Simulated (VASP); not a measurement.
# Mn3Sn (P6_3/mmc) in VASP: a series of runs

The runs below take Mn3Sn through single point, with PBE.

Everything below comes from runs of VASP 6.6.1. Logs are shortened: lines on timing, memory, paths and dates and some standing lists are left out, and cuts for length are marked.

### Step 1. The crystal as given

Symmetry: P6_3/mmc, No. 194, hexagonal system. Conventional cell: a = 5.467 Å, b = 5.467 Å, c = 4.152 Å, α = 90.00°, β = 90.00°, γ = 120.00°. Mn (site symmetry mm2) has 6 Mn at 2.40 to 2.50 Å and 4 Sn at 2.73 to 2.74 Å as nearest neighbours. Around Sn (site symmetry -6m2) lie 12 Mn at 2.73 to 2.74 Å.

### Step 2. Single point, PBE

Contents of INCAR:

```
PREC = Accurate
ENCUT = 520
EDIFF = 1E-6
ISMEAR = 0
SIGMA = 0.05
LREAL = F
LASPH = T
NELM = 100
ALGO = Fast
ISIF = 2
LWAVE = F
LCHARG = F
GGA = PE
NBANDS = 63
```

Contents of KPOINTS:

```
regular mesh
0
Gamma
  8 8 8
```

Contents of POSCAR:

```
Mn3Sn
1.0
    5.4667689753      0.0000000000      0.0000000000
   -2.7333844877      4.7343608093      0.0000000000
    0.0000000000      0.0000000000      4.1522621040
Mn Sn
6 2
Direct
    0.8536650598      0.7073301197      0.2500000000
    0.1463349402      0.8536650598      0.7500000000
    0.2926698803      0.1463349402      0.2500000000
    0.1463349402      0.2926698803      0.7500000000
    0.8536650598      0.1463349402      0.2500000000
    0.7073301197      0.8536650598      0.7500000000
    0.3333333333      0.6666666667      0.2500000000
    0.6666666667      0.3333333333      0.7500000000
```

Potentials or basis: VASP PAW PBE potentials, release 64 (Mn_pv, Sn_d).

Command:

```sh
> cat potpaw_PBE.64/Mn_pv/POTCAR potpaw_PBE.64/Sn_d/POTCAR > POTCAR
> mpirun -np 1 vasp_std > vasp.out
```

OUTCAR:

```text
PREC = Accurate
   ENCUT = 520
   EDIFF = 1E-6
   ISMEAR = 0
   LREAL = F
   LASPH = T
   NELM = 100
   ISIF = 2
   GGA = PE

 ion  position               nearest neighbor table
   1  0.854  0.707  0.250-   3 2.40   5 2.40   6 2.50   6 2.50   2 2.50   2 2.50   8 2.73   8 2.73
                             7 2.74   7 2.74   3 3.07   5 3.07
   2  0.146  0.854  0.750-   6 2.40   4 2.40   1 2.50   1 2.50   3 2.50   3 2.50   7 2.73   7 2.73
                             8 2.74   8 2.74   6 3.07   4 3.07
   3  0.293  0.146  0.250-   5 2.40   1 2.40   4 2.50   4 2.50   2 2.50   2 2.50   8 2.73   8 2.73
                             7 2.74   7 2.74   5 3.07   1 3.07
   4  0.146  0.293  0.750-   6 2.40   2 2.40   3 2.50   3 2.50   5 2.50   5 2.50   7 2.73   7 2.73
                             8 2.74   8 2.74   6 3.07   2 3.07
   5  0.854  0.146  0.250-   3 2.40   1 2.40   4 2.50   4 2.50   6 2.50   6 2.50   8 2.73   8 2.73
                             7 2.74   7 2.74   3 3.07   1 3.07
   6  0.707  0.854  0.750-   2 2.40   4 2.40   1 2.50   1 2.50   5 2.50   5 2.50   7 2.73   7 2.73
                             8 2.74   8 2.74   2 3.07   4 3.07
   7  0.333  0.667  0.250-   2 2.73   2 2.73   6 2.73   6 2.73   4 2.73   4 2.73   1 2.74   1 2.74
                             5 2.74   5 2.74   3 2.74   3 2.74
   8  0.667  0.333  0.750-   5 2.73   5 2.73   3 2.73   3 2.73   1 2.73   1 2.73   4 2.74   4 2.74
                             2 2.74   2 2.74   6 2.74   6 2.74

  LATTYP: Found a hexagonal cell.
 ALAT       =     5.4667689753
 C/A-ratio  =     0.7595459261

  Lattice vectors:

 A1 = (   5.4667689753,   0.0000000000,   0.0000000000)
 A2 = (  -2.7333844877,   4.7343608093,   0.0000000000)
 A3 = (   0.0000000000,   0.0000000000,   4.1522621040)

Analysis of symmetry for initial positions (statically):
=====================================================================
 Subroutine PRICEL returns:
 Original cell was already a primitive cell.

 Routine SETGRP: Setting up the symmetry group for a
 hexagonal supercell.

 Subroutine GETGRP returns: Found 24 space group operations
 (whereof 12 operations were pure point group operations)
 out of a pool of 24 trial point group operations.

The static configuration has the point symmetry D_3d.
 The point group associated with its full space group is D_6h.

Analysis of symmetry for dynamics (positions and initial velocities):
=====================================================================
 Subroutine PRICEL returns:
 Original cell was already a primitive cell.

 Routine SETGRP: Setting up the symmetry group for a
 hexagonal supercell.

 Subroutine GETGRP returns: Found 24 space group operations
[... 128 lines left out ...]
   NUPDOWN=      -1.0000    fix difference up-down
   EMIN   =  10.00;   EMAX   =-10.00  energy-range for DOS
   EFERMI =   0.00;   METHOD = LEGACY
   ISMEAR =     0;   SIGMA  =   0.05  broadening in eV -4-tet -1-fermi 0-gaus
   EFERMI_NEDOS =   21; number of points for ismear=-14 and -15
   IALGO  =     68    algorithm
   IMIX   =      4    mixing-type and parameters
     AMIX     =   0.40;   BMIX     =  1.00
     AMIX_MAG =   1.60;   BMIX_MAG =  1.00
  volume/ion in A,a.u.               =      13.43        90.65
  Fermi-wavevector in a.u.,A,eV,Ry     =   1.629613  3.079522 36.132160  2.655639
  Thomas-Fermi vector in A             =   2.722050
   LORBIT       =      0    0 simple, 1 ext, 2 COOP (PROOUT), +10 PAW based schemes
   GGA     = PE    functional components
   LHFCALC =     F    Hartree Fock is set to
   AEXX    =    0.0000 exact exchange contribution
   IVDW    =     0    specifies the selected vdW correction
   LEPSILON=     F    determine dielectric tensor
   LRPA    =     F    only Hartree local field effects (RPA)
 non-spin polarized calculation
 RMM-DIIS sequential band-by-band and
 Gauss-broadening in eV      SIGMA  =   0.05
  energy-cutoff  :      520.00
  volume of cell :      107.47
 maximum number of plane-waves:      2918
 NGX is ok and might be reduce to    42
   NGX = 21   NGY = 21   NGZ = 15

 number of electron     105.9999951 magnetization

 Free energy of the ion-electron system (eV)
  ---------------------------------------------------
  ext. energy  EPLUGINS =         0.00000000
  ---------------------------------------------------
  free energy    TOTEN  =       -58.93276362 eV

  energy without entropy =      -58.90624428  energy(sigma->0) =      -58.91950395

 E-fermi :  10.9087     XC(G=0): -13.0409

 val. band max:       10.9072486710   @ k =   0.3750   0.0000   0.1250
 cond. band min:      10.9093355693   @ k =   0.3750   0.1250   0.3750
 fundamental gap:      0.0020868983
 Fermi energy:        10.9087274951

 k-point     1 :       0.0000    0.0000    0.0000
  band No.  band energies     occupation
      1     -37.4356      2.00000
      2     -37.3869      2.00000
      3     -37.3253      2.00000
      4     -37.2241      2.00000
      5     -37.2241      2.00000
      6     -37.2125      2.00000
[... 1573 lines left out ...]
     62      12.1088      0.00000
     63      12.4885      0.00000

 [... further k-points ...]

------------------------ aborting loop because EDIFF is reached ----------------------------------------

  FORCE on cell =-STRESS in cart. coord.  units (eV):
  Direction    XX          YY          ZZ          XY          YZ          ZX
  --------------------------------------------------------------------------------------
  -------------------------------------------------------------------------------------
  Total        0.0166382      0.0166382      0.0258498     -0.0000000      0.0000000      0.0000000
  in kB        0.2480497      0.2480497      0.3853812     -0.0000000      0.0000000      0.0000000
  external PRESSURE =       0.2938269 kB  Pullay stress =       0.0000000 kB

 VOLUME and BASIS-vectors are now :
 -----------------------------------------------------------------------------
  energy-cutoff  :      520.00
  volume of cell :      107.47
      direct lattice vectors                 reciprocal lattice vectors
     5.466768975  0.000000000  0.000000000     0.182923406  0.105610878  0.000000000
    -2.733384488  4.734360809  0.000000000     0.000000000  0.211221755  0.000000000
     0.000000000  0.000000000  4.152262104     0.000000000  0.000000000  0.240832581

 POSITION                                       TOTAL-FORCE (eV/Angst)
 -----------------------------------------------------------------------------------
      2.73338      3.34876      1.03807         0.000000     -0.003439      0.000000
     -1.53342      4.04156      3.11420         0.002978     -0.001719     -0.000000
      1.19997      0.69280      1.03807         0.002978      0.001719      0.000000
      0.00000      1.38560      3.11420        -0.000000      0.003439     -0.000000
      4.26680      0.69280      1.03807        -0.002978      0.001719      0.000000
      1.53342      4.04156      3.11420        -0.002978     -0.001719     -0.000000
     -0.00000      3.15624      1.03807         0.000000     -0.000000      0.000000
      2.73338      1.57812      3.11420         0.000000      0.000000      0.000000
 -----------------------------------------------------------------------------------
    total drift:                                0.000000     -0.000000      0.000000

  FREE ENERGIE OF THE ION-ELECTRON SYSTEM (eV)
  ---------------------------------------------------
  free  energy   TOTEN  =       -58.9327636161 eV

  energy  without entropy=      -58.9062442765  energy(sigma->0) =      -58.91950395
```

OSZICAR:

```text
N       E                     dE             d eps       ncg     rms          rms(c)
DAV:   1     0.146567386542E+04    0.14657E+04   -0.56914E+04  6363   0.267E+03
DAV:   2     0.125202553743E+03   -0.13405E+04   -0.13165E+04  6300   0.773E+02
DAV:   3    -0.535149075471E+02   -0.17872E+03   -0.16929E+03  6446   0.253E+02
DAV:   4    -0.670661396348E+02   -0.13551E+02   -0.12934E+02  8145   0.667E+01
DAV:   5    -0.675483900919E+02   -0.48225E+00   -0.47843E+00  7983   0.136E+01    0.289E+01
RMM:   6    -0.596281220905E+02    0.79203E+01   -0.83442E+01  6842   0.494E+01    0.677E+00
RMM:   7    -0.588396532981E+02    0.78847E+00   -0.85091E+00  7390   0.164E+01    0.272E+00
RMM:   8    -0.589202144332E+02   -0.80561E-01   -0.24775E+00  8172   0.491E+00    0.137E+00
RMM:   9    -0.589206105606E+02   -0.39613E-03   -0.36641E-01  8073   0.291E+00    0.763E-01
RMM:  10    -0.589306535770E+02   -0.10043E-01   -0.14487E-01  9403   0.119E+00    0.125E-01
RMM:  11    -0.589326849271E+02   -0.20314E-02   -0.24355E-02 10238   0.571E-01    0.140E-01
RMM:  12    -0.589326790055E+02    0.59215E-05   -0.36362E-03  8567   0.288E-01    0.610E-02
RMM:  13    -0.589327531620E+02   -0.74156E-04   -0.11408E-03 10268   0.122E-01    0.263E-02
RMM:  14    -0.589327587190E+02   -0.55570E-05   -0.16452E-04  9629   0.521E-02    0.120E-02
RMM:  15    -0.589327608887E+02   -0.21697E-05   -0.47828E-05  8230   0.262E-02    0.172E-03
RMM:  16    -0.589327629786E+02   -0.20899E-05   -0.93575E-06  6731   0.125E-02    0.197E-03
RMM:  17    -0.589327636161E+02   -0.63752E-06   -0.30122E-06  4781   0.751E-03
   1 F= -.58932764E+02 E0= -.58919504E+02  d E =-.265193E-01
```

stdout:

```text
POSCAR found type information on POSCAR MnSn
 POSCAR found :  2 types and       8 ions
 scaLAPACK will be used
 LDA part: xc-table for (Slater+PW92), standard interpolation
 POSCAR, INCAR and KPOINTS ok, starting setup
 FFT: planning ... GRIDC
 FFT: planning ... GRID_SOFT
 FFT: planning ... GRID
 WAVECAR not read
 entering main loop
```

Wall time 5.8 min (1 thread of Intel Xeon Platinum 8488C (Sapphire Rapids), shared host); peak memory 0.39 GiB.

What came out:

```yaml
Free_energy: -58.9328 eV
Pressure: 0.0 GPa
Largest_force: 0.003 eV/Å
Band_gap_on_the_k_mesh: none (metal or under the smearing width)
```

Forces in eV/Å, atoms in the order of the input:
```
Mn   0.000 -0.003  0.000
Mn   0.003 -0.002  0.000
Mn   0.003  0.002  0.000
Mn   0.000  0.003  0.000
Mn  -0.003  0.002  0.000
Mn  -0.003 -0.002  0.000
Sn   0.000  0.000  0.000
Sn   0.000  0.000  0.000
```

Levels at points of the mesh, in eV from the Fermi level:
| k point | band 50 | band 51 | band 52 | band 53 | band 54 | band 55 | band 56 | band 57 |
| --- | --- | --- | --- | --- | --- | --- | --- | --- |
| (0.00, 0.00, 0.00) | -0.20 | -0.20 | -0.02 | -0.02 | 0.09 | 0.09 | 0.29 | 0.29 |
| (0.50, 0.00, 0.00) | -0.55 | -0.51 | -0.42 | -0.36 | -0.18 | -0.13 | 0.13 | 0.15 |
| (0.00, 0.00, 0.50) | -0.31 | -0.21 | -0.21 | -0.21 | -0.21 | 0.37 | 0.37 | 0.37 |
| (0.50, 0.00, 0.50) | -0.60 | -0.21 | -0.21 | 0.05 | 0.05 | 0.23 | 0.23 | 0.32 |

### Step 3. Single point, PBE

INCAR, as its differences from that of step 2:

```diff
@@ -2,3 +2,3 @@
 ENCUT = 520
-EDIFF = 1E-6
+EDIFF = 1E-7
 ISMEAR = 0
```

Contents of KPOINTS:

```
Automatic mesh
0
Gamma
  8 8 8
```

POSCAR is that of step 2.

Potentials or basis: VASP PAW PBE potentials, release 64 (Mn_pv, Sn_d).

Command:

```sh
> cat potpaw_PBE.64/Mn_pv/POTCAR potpaw_PBE.64/Sn_d/POTCAR > POTCAR
> mpirun -np 1 vasp_std > vasp.out
```

Wall time 6 min (1 thread of Intel Xeon Platinum 8488C (Sapphire Rapids), shared host); peak memory 0.39 GiB.

It converged, with:

| Item | Value |
| --- | --- |
| Free energy | -58.9328 eV |
| Pressure | 0.0 GPa |
| Largest force | 0.004 eV/Å |
| Band gap on the k mesh | none (metal or under the smearing width) |

Forces in eV/Å, atoms in the order of the input:
```
Mn   0.000 -0.004  0.000
Mn   0.003 -0.002  0.000
Mn   0.003  0.002  0.000
Mn   0.000  0.004  0.000
Mn  -0.003  0.002  0.000
Mn  -0.003 -0.002  0.000
Sn   0.000  0.000  0.000
Sn   0.000  0.000  0.000
```

Levels at points of the mesh, in eV from the Fermi level:
```csv
k point,band 50,band 51,band 52,band 53,band 54,band 55,band 56,band 57
"(0.00, 0.00, 0.00)",-0.20,-0.20,-0.02,-0.02,0.09,0.09,0.29,0.29
"(0.50, 0.00, 0.00)",-0.55,-0.51,-0.42,-0.36,-0.18,-0.13,0.13,0.15
"(0.00, 0.00, 0.50)",-0.31,-0.21,-0.21,-0.21,-0.21,0.37,0.37,0.37
"(0.50, 0.00, 0.50)",-0.60,-0.21,-0.21,0.05,0.05,0.23,0.23,0.32
```
